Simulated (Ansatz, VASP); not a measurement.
# P in VASP and in Ansatz

```
CELL_PARAMETERS angstrom
3.28373 0.00000 0.00000
0.00000 34.85703 0.00000
0.00000 0.00000 4.77105
ATOMIC_POSITIONS crystal
P 0.00000 0.97026 0.59215
P 0.00000 0.02974 0.40785
P 0.50000 0.02974 0.09215
P 0.50000 0.97026 0.90785
```

Change from the starting cell: strain +0.0300 x Voigt [0, 0, 1, 0, 0, 0], atoms carried along.

Alike in both runs: task single point; functional PBEsol; k mesh 8 × 1 × 6; occupations gaussian, width 0.05 eV; no spin polarisation.

|  | VASP | Ansatz |
| --- | --- | --- |
| version | VASP 6.6.1 | Ansatz 0.2.0 |
| potentials or method | VASP PAW PBE potentials, release 64 (P) | scalar-relativistic, plane waves, PAW |
| plane-wave cutoff (eV) | 520 | 420 |
| valence electrons in the cell | 20 | 20 |

```tsv
	VASP	Ansatz	Ansatz less VASP
gap on the k mesh at the Fermi level (eV)	1.07	1.05	-0.017
least direct gap on the mesh (eV)	1.07	1.05	-0.017
rms of the force components (eV/Å)	0.110	0.103	-0.0073
```

Atom by atom the forces differ by 0.011 eV/Å (rms over components). With one functional, cell and mesh, what is left measures potentials, basis and numerics.

Caveats: the PAW data sets were made with another functional, which shifts forces and pressure a little (VASP).
